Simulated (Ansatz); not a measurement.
# SnO2: the cost of one run

Computed with Ansatz 0.2.0 (DFT PBE, scalar-relativistic, plane waves, PAW, unless a step's input says otherwise).

### Step 1. The system as given

The structure is orthorhombic, space group Pnnm (No. 58). The conventional cell has a = 4.788 Å, b = 4.867 Å, c = 3.241 Å, α = 90.00°, β = 90.00°, γ = 90.00°. Sn (site symmetry 2/m) is surrounded by 6 O at 2.09 to 2.10 Å. O (site symmetry m) is surrounded by 3 Sn at 2.09 to 2.10 Å.

Structure file:

```
CELL_PARAMETERS angstrom
-4.78800 -4.86658 3.24090
-4.78800 4.86658 3.24090
-9.57601 0.00000 -6.48180
ATOMIC_POSITIONS crystal
Sn 0.75000 0.25000 0.75000
Sn 0.00000 0.50000 0.50000
Sn 0.25000 0.75000 0.75000
Sn 0.25000 0.75000 0.25000
Sn 0.50000 0.00000 0.00000
Sn 0.50000 0.00000 0.50000
Sn 0.75000 0.25000 0.25000
Sn 0.00000 0.50000 0.00000
Sn 0.00000 0.00000 0.00000
Sn 0.25000 0.25000 0.75000
Sn 0.50000 0.50000 0.00000
Sn 0.50000 0.50000 0.50000
Sn 0.75000 0.75000 0.25000
Sn 0.75000 0.75000 0.75000
Sn 0.00000 0.00000 0.50000
Sn 0.25000 0.25000 0.25000
O 0.76652 0.08756 0.92704
O 0.01652 0.33756 0.67704
O 0.26652 0.58756 0.92704
O 0.26652 0.58756 0.42704
O 0.51652 0.83756 0.17704
O 0.51652 0.83756 0.67704
O 0.76652 0.08756 0.42704
O 0.01652 0.33756 0.17704
O 0.83756 0.01651 0.67704
O 0.08756 0.26652 0.42704
O 0.33756 0.51651 0.67704
O 0.33756 0.51652 0.17704
O 0.58756 0.76651 0.92704
O 0.58756 0.76652 0.42704
O 0.83756 0.01651 0.17704
O 0.08756 0.26652 0.92704
O 0.66244 0.48348 0.82296
O 0.91244 0.73348 0.57296
O 0.16244 0.98349 0.82296
O 0.16244 0.98349 0.32296
O 0.41244 0.23349 0.07296
O 0.41244 0.23348 0.57296
O 0.66244 0.48349 0.32296
O 0.91244 0.73348 0.07296
O 0.48348 0.16244 0.82296
O 0.73348 0.41244 0.57296
O 0.98349 0.66244 0.82296
O 0.98348 0.66244 0.32296
O 0.23348 0.91244 0.07296
O 0.23348 0.91244 0.57296
O 0.48348 0.16244 0.32296
O 0.73349 0.41244 0.07296
```

The runs take a perfect supercell of 48 atoms; the defect goes to fractional position (0.766, 0.088, 0.927).

### Step 2. The perfect supercell

The input, input.yaml:

```yaml
crystal:
  lattice:
    - [-4.788004, -4.866582, 3.240898]
    - [-4.788004, 4.866582, 3.240898]
    - [-9.576008, 0.0, -6.481796]
  atoms:
    - { symbol: Sn, position: [0.75, 0.25, 0.75] }
    - { symbol: Sn, position: [0.0, 0.5, 0.5] }
    - { symbol: Sn, position: [0.25, 0.75, 0.75] }
    - { symbol: Sn, position: [0.25, 0.75, 0.25] }
    - { symbol: Sn, position: [0.5, 0.0, 0.0] }
    - { symbol: Sn, position: [0.5, 0.0, 0.5] }
    - { symbol: Sn, position: [0.75, 0.25, 0.25] }
    - { symbol: Sn, position: [0.0, 0.5, 0.0] }
    - { symbol: Sn, position: [0.0, 0.0, 0.0] }
    - { symbol: Sn, position: [0.25, 0.25, 0.75] }
    - { symbol: Sn, position: [0.5, 0.5, 0.0] }
    - { symbol: Sn, position: [0.5, 0.5, 0.5] }
    - { symbol: Sn, position: [0.75, 0.75, 0.25] }
    - { symbol: Sn, position: [0.75, 0.75, 0.75] }
    - { symbol: Sn, position: [0.0, 0.0, 0.5] }
    - { symbol: Sn, position: [0.25, 0.25, 0.25] }
    - { symbol: O, position: [0.766516, 0.087557, 0.927036] }
    - { symbol: O, position: [0.016516, 0.337557, 0.677036] }
    - { symbol: O, position: [0.266516, 0.587557, 0.927036] }
    - { symbol: O, position: [0.266516, 0.587557, 0.427036] }
    - { symbol: O, position: [0.516516, 0.837557, 0.177036] }
    - { symbol: O, position: [0.516516, 0.837557, 0.677036] }
    - { symbol: O, position: [0.766516, 0.087557, 0.427036] }
    - { symbol: O, position: [0.016516, 0.337557, 0.177036] }
    - { symbol: O, position: [0.837558, 0.016515, 0.677036] }
    - { symbol: O, position: [0.087558, 0.266515, 0.427036] }
    - { symbol: O, position: [0.337558, 0.516515, 0.677036] }
    - { symbol: O, position: [0.337558, 0.516515, 0.177036] }
    - { symbol: O, position: [0.587558, 0.766515, 0.927036] }
    - { symbol: O, position: [0.587558, 0.766515, 0.427036] }
    - { symbol: O, position: [0.837558, 0.016515, 0.177036] }
    - { symbol: O, position: [0.087558, 0.266515, 0.927036] }
    - { symbol: O, position: [0.662442, 0.483485, 0.822964] }
    - { symbol: O, position: [0.912442, 0.733485, 0.572964] }
    - { symbol: O, position: [0.162443, 0.983485, 0.822964] }
    - { symbol: O, position: [0.162442, 0.983485, 0.322964] }
    - { symbol: O, position: [0.412442, 0.233485, 0.072964] }
    - { symbol: O, position: [0.412442, 0.233485, 0.572964] }
    - { symbol: O, position: [0.662442, 0.483485, 0.322964] }
    - { symbol: O, position: [0.912442, 0.733485, 0.072964] }
    - { symbol: O, position: [0.483484, 0.162443, 0.822964] }
    - { symbol: O, position: [0.733484, 0.412443, 0.572964] }
    - { symbol: O, position: [0.983485, 0.662443, 0.822964] }
    - { symbol: O, position: [0.983484, 0.662443, 0.322964] }
    - { symbol: O, position: [0.233484, 0.912443, 0.072964] }
    - { symbol: O, position: [0.233485, 0.912443, 0.572964] }
    - { symbol: O, position: [0.483485, 0.162443, 0.322964] }
    - { symbol: O, position: [0.733485, 0.412443, 0.072964] }
basis:
  ecutwfc: 420
  fft_grid_basis: typed
kpoints:
  mp_grid: { grid: [2, 2, 1] }
hamiltonian:
  xc: pbe
scf:
  occupations: { method: gaussian, width: 0.05 }
output:
  forces: true
  stress: false
  eigenvalues: true
  bader: false
  write_density: true
  volumetric_format: npy
```

The run is started by

```bash
> ansatz run input.yaml --threads 4 --pin off --max-ram 10240MiB --backend cpu --events-out ev --progress --plain --runs-dir out
```

What time and memory should one allow on 4 threads of Arm Neoverse V1, shared host?

About 11 s, with a peak of 2.2 GiB.
